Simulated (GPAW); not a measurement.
Runs of GPAW 26.7.0 on C. The structure is hexagonal, space group P6_3/mmc (No. 194). Conventional cell: a = 2.522 Å, b = 2.522 Å, c = 12.356 Å, α = 90.00°, β = 90.00°, γ = 120.00°. C (site symmetry 3m) is surrounded by 4 C at 1.54 Å. Around C (site symmetry 3m) lie 4 C at 1.54 Å. Around C (site symmetry 3m) lie 4 C at 1.54 Å. This is a hexagonal form of diamond, not graphite.

```csv
task,level,potentials or basis,k mesh,cutoff (eV),smearing,maxiter,k mesh for the Wannier functions,dis froz max,extra bands,num iter,gap on the mesh (eV),pressure (GPa),largest force (eV/Å)
single point,LDA,"the program's PAW data sets (release 1.2.1) made for this functional, pw",10 × 10 × 2,650,fermi-dirac 0.01 eV,150,-,-,-,-,4.34,-12.6,0.34
single point,LDA,"the program's PAW data sets (release 1.2.1) made for this functional, pw",10 × 10 × 2,600,fermi-dirac 0.05 eV,80,-,-,-,-,4.34,-12.4,0.34
wannier90,BLYP,"PAW data sets generated in the run's folder for this functional, pw",12 × 12 × 3,800,fermi-dirac 0.05 eV,150,4 × 4 × 3,0.5,4,0,4.67,10.9,0.32
single point,PBE,"GPAW PAW data sets (gpaw-data 1.2.1), pw",12 × 12 × 3,800,fermi-dirac 0.05 eV,150,-,-,-,-,4.38,(b),(a)
```

Alike in all rows: no spin polarisation; cell as given.

**Question.** Estimate the missing entries.

**Answer.** (a) 0.33; (b) 1.7.

Caveats: the cutoff is short for stress and forces, so pressures can be off by a GPa or more (some runs); the Wannier interpolation is poor (some runs); an odd mesh through Γ misses points on the zone boundary, where band edges often lie (some runs).

Not every run made on this cell is shown here.
